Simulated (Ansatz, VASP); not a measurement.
## Two plane-wave programs on Se

```xyz
1
Lattice="-1.7135 1.7135 1.7135 1.7135 -1.7135 1.7135 1.7135 1.7135 -1.7135" Properties=species:S:1:pos:R:3 pbc="T T T"
Se    0.0000    0.0000    0.0000
```

Alike in both runs: functional r2SCAN; k mesh 6 × 6 × 6; occupations gaussian, width 0.1 eV; no spin polarisation.

Ansatz relaxed the structure, and its values are those at the end. VASP's run is a single point on that final structure, the one shown.

|  | VASP | Ansatz |
| --- | --- | --- |
| version | VASP 6.6.1 | Ansatz 0.2.0 |
| potentials or method | VASP PAW PBE potentials, release 64 (Se) | scalar-relativistic, plane waves, PAW |
| plane-wave cutoff (eV) | 520 | 500 |
| valence electrons in the cell | 6 | 16 |

```tsv
	VASP	Ansatz	Ansatz less VASP
gap on the k mesh at the Fermi level (eV)	none	none	-
pressure (GPa)	-0.1	0.0	+0.07
```

A gap of «none» marks a metal or a gap that the smearing closes. The functional is the same, so the differences come from potentials, cutoffs and numerics. The two sets of potentials don't hold the same shells in valence.

Caveats: the k mesh is coarse (spacing up to 0.43 Å⁻¹), so the values aren't converged; the PAW data sets were made with another functional, which shifts forces and pressure a little (VASP).
